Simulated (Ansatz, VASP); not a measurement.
## Si: VASP beside Ansatz

File INCAR:

```
PREC     = Accurate       # precision mode
ENCUT    = 520            # plane-wave cutoff, eV
EDIFF    = 1E-7           # SCF threshold, eV
ISMEAR   = 0              # smearing method
SIGMA    = 0.1            # smearing width, eV
LREAL    = F              # projectors in reciprocal space
LASPH    = T              # aspherical terms in the spheres
NELM     = 100            # most SCF steps
ALGO     = Normal         # electronic algorithm
ISIF     = 2              # what is computed and relaxed
LWAVE    = F              # write WAVECAR
LCHARG   = F              # write CHGCAR
NBANDS   = 8              # bands
```

KPOINTS

```
Automatic mesh
0
Gamma
  8 8 8
```

The input POSCAR:

```
Si
1.0
   -1.6269149300      1.6269149300      1.3203298500
    1.6269149300     -1.6269149300      1.3203298500
    1.6269149300      1.6269149300     -1.3203298500
Si
1
Direct
    0.0000000000      0.0000000000      0.0000000000
```

Input for Ansatz:

```yaml
crystal:
  lattice:
    - [-1.62691493, 1.62691493, 1.32032985]
    - [1.62691493, -1.62691493, 1.32032985]
    - [1.62691493, 1.62691493, -1.32032985]
  atoms:
    - { symbol: Si, position: [0.0, 0.0, 0.0] }
basis:
  ecutwfc: 420
kpoints:
  mp_grid: { grid: [8, 8, 8] }
hamiltonian:
  xc: lda
scf:
  occupations: { method: gaussian, width: 0.1 }
output:
  forces: true
  stress: true
  eigenvalues: true
```

This isn't the form of Si at room conditions, which is diamond.

Alike in both runs: task single point; functional LDA; k mesh 8 × 8 × 8; occupations gaussian, width 0.1 eV; no spin polarisation.

|  | VASP | Ansatz |
| --- | --- | --- |
| version | VASP 6.6.1 | Ansatz 0.2.0 |
| potentials or method | VASP PAW LDA potentials, release 64 (Si) | scalar-relativistic, plane waves, PAW |
| plane-wave cutoff (eV) | 520 | 420 |
| valence electrons in the cell | 4 | 4 |

VASP gave:

```
gap on the k mesh at the Fermi level (eV)       : none
pressure (GPa)                                  : 0.1
largest component of the traceless stress (GPa) : 5.54
```

Q: Which values does Ansatz return?

A: gap on the k mesh at the Fermi level (eV): none; pressure (GPa): 0.0; largest component of the traceless stress (GPa): 5.56.

A gap of «none» marks a metal or a gap that the smearing closes.

Caveats: the k mesh is coarse (spacing up to 0.38 Å⁻¹), so the values aren't converged.
